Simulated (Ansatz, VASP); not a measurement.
# TiAl in VASP and in Ansatz

Contents of INCAR:

```
SYSTEM = TiAl
ALGO = Fast
EDIFF = 1E-6
ENCUT = 520
GGA = PE
ISIF = 2
ISMEAR = -1
LASPH = .True.
LCHARG = .False.
LREAL = .False.
LWAVE = .False.
NBANDS = 14
NELM = 60
PREC = Accurate
SIGMA = 0.05
```

The input KPOINTS:

```
k-points
0
Gamma
  8 8 8
  0 0 0
```

The input POSCAR:

```
TiAl
1.0
    3.1790640000      0.0000000000      0.0000000000
    0.0000000000      3.1790640000      0.0000000000
    0.0000000000      0.0000000000      3.1790640000
Ti Al
1 1
Direct
    0.0000000000      0.0000000000      0.0000000000
    0.5000000000      0.5000000000      0.5000000000
```

Contents of input.yaml:

```yaml
crystal:
  lattice:
    - [3.179064, 0.0, 0.0]
    - [0.0, 3.179064, 0.0]
    - [0.0, 0.0, 3.179064]
  atoms:
    - { symbol: Ti, position: [0.0, 0.0, 0.0] }
    - { symbol: Al, position: [0.5, 0.5, 0.5] }
kpoints:
  mp_grid: { grid: [8, 8, 8] }
scf:
  occupations: { method: fermi_dirac, width: 0.05 }
hamiltonian:
  xc: pbe
  pseudopotentials: { kind: all_electron, lapw: { basis_error: 0.0005 } }
output:
  forces: true
  stress: true
  eigenvalues: true
```

Alike in both runs: task single point; functional PBE; k mesh 8 × 8 × 8; occupations fermi-dirac, width 0.05 eV; no spin polarisation.

|  | VASP | Ansatz |
| --- | --- | --- |
| version | VASP 6.6.1 | Ansatz 0.2.0 |
| potentials or method | VASP PAW PBE potentials, release 64 (Ti_sv, Al) | all-electron LAPW, scalar-relativistic |
| plane-wave cutoff (eV) | 520 | see its input |

|  | VASP | Ansatz | Ansatz less VASP |
| --- | --- | --- | --- |
| gap on the k mesh at the Fermi level (eV) | none | none | - |
| pressure (GPa) | 0.8 | 0.8 | +0.01 |

A gap of «none» marks a metal or a gap that the smearing closes. Ansatz ran all-electron here, so the differences hold the error of VASP's frozen core and of both bases.
